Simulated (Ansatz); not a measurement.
**Structure relaxation of Ru**

Theory: DFT PBEsol, scalar-relativistic, plane waves, PAW (Ansatz). Cutoff 420 eV, Γ-centred k mesh, Gaussian smearing, no spin polarisation in the final step.

Ru was placed on the lonsdaleite structure type (P6_3/mmc, No. 194), at a guessed volume.

```
CELL_PARAMETERS angstrom
3.37932 0.00000 0.00000
-1.68966 2.92657 0.00000
0.00000 0.00000 5.57587
ATOMIC_POSITIONS crystal
Ru 0.33333 0.66667 0.43750
Ru 0.66667 0.33333 0.93750
Ru 0.66667 0.33333 0.56250
Ru 0.33333 0.66667 0.06250
```

Cell and atoms relax at zero pressure; the relaxation can't lower the symmetry of the start. After a coarse first stage the cell is made exact in the group found at 0.06 Å.

Energies count from the standard state of Ru at the same level.

(1) Describe the relaxed structure.

(2) What are its volume, energy, density and gap?

Results:

(1) It keeps P6_3/mmc (No. 194). The result has the lonsdaleite structure. Conventional cell: a = 3.996 Å, c = 5.486 Å. Around Ru lie 4 Ru at 2.31–2.35 Å.

```cif
data_structure
_symmetry_space_group_name_H-M 'P6_3/mmc'
_symmetry_Int_Tables_number 194
_cell_length_a 3.9959
_cell_length_b 3.9959
_cell_length_c 5.4860
_cell_angle_alpha 90.000
_cell_angle_beta 90.000
_cell_angle_gamma 120.000
_cell_volume 75.86
loop_
_atom_site_label
_atom_site_type_symbol
_atom_site_symmetry_multiplicity
_atom_site_Wyckoff_symbol
_atom_site_fract_x
_atom_site_fract_y
_atom_site_fract_z
_atom_site_occupancy
Ru1 Ru 4 f 0.33333 0.66667 0.46050 1
```

(2) The volume per atom is 18.97 Å³ and the density is 8.85 g/cm³. The energy over the standard structure is 1.34 eV/atom. The gap on the 15×15×8 mesh is 0 eV (a metal).

The final run used a 15×15×8 mesh on its 4-atom cell and 0.10 eV smearing. For metals, differences of a few meV/atom aren't resolved. Symmetry constrained the relaxation, so the result can be a saddle point. The steps took roughly 2 core-minutes in all.